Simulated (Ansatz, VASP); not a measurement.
Two plane-wave programs on Sc

Contents of INCAR:

```
PREC = Accurate
ENCUT = 520
EDIFF = 1E-6
ISMEAR = 0
SIGMA = 0.1
LREAL = False
LASPH = True
NELM = 60
ALGO = Fast
ISIF = 2
LWAVE = False
LCHARG = True
GGA = PE
LELF = True
LVHAR = True
NBANDS = 12
```

KPOINTS

```
regular mesh
0
Gamma
  16 16 16
```

POSCAR

```
Sc
1.0
    0.0000000000      2.2609814353      2.2609814353
    2.2609814353      0.0000000000      2.2609814353
    2.2609814353      2.2609814353      0.0000000000
Sc
1
Direct
    0.0000000000      0.0000000000      0.0000000000
```

Input for Ansatz:

```yaml
crystal:
  lattice:
    - [0.0, 2.2609814353, 2.2609814353]
    - [2.2609814353, 0.0, 2.2609814353]
    - [2.2609814353, 2.2609814353, 0.0]
  atoms:
    - { symbol: Sc, position: [0.0, 0.0, 0.0] }
basis:
  ecutwfc: 420
kpoints:
  mp_grid: { grid: [16, 16, 16] }
hamiltonian:
  xc: pbe
scf:
  occupations: { method: gaussian, width: 0.1 }
output:
  forces: true
  stress: true
  eigenvalues: true
  populations: true
```

Alike in both runs: task single point; functional PBE; k mesh 16 × 16 × 16; occupations gaussian, width 0.1 eV; no spin polarisation.

```csv
,VASP,Ansatz
version,VASP 6.6.1,Ansatz 0.2.0
potentials or method,"VASP PAW PBE potentials, release 64 (Sc_sv)","scalar-relativistic, plane waves, PAW"
plane-wave cutoff (eV),520,420
valence electrons in the cell,11,11
```

```tsv
	VASP	Ansatz	Ansatz less VASP
gap on the k mesh at the Fermi level (eV)	none	none	-
pressure (GPa)	3.6	3.6	+0.02
```

A gap of «none» marks a metal or a gap that the smearing closes. The functional is the same, so the differences come from potentials, cutoffs and numerics.
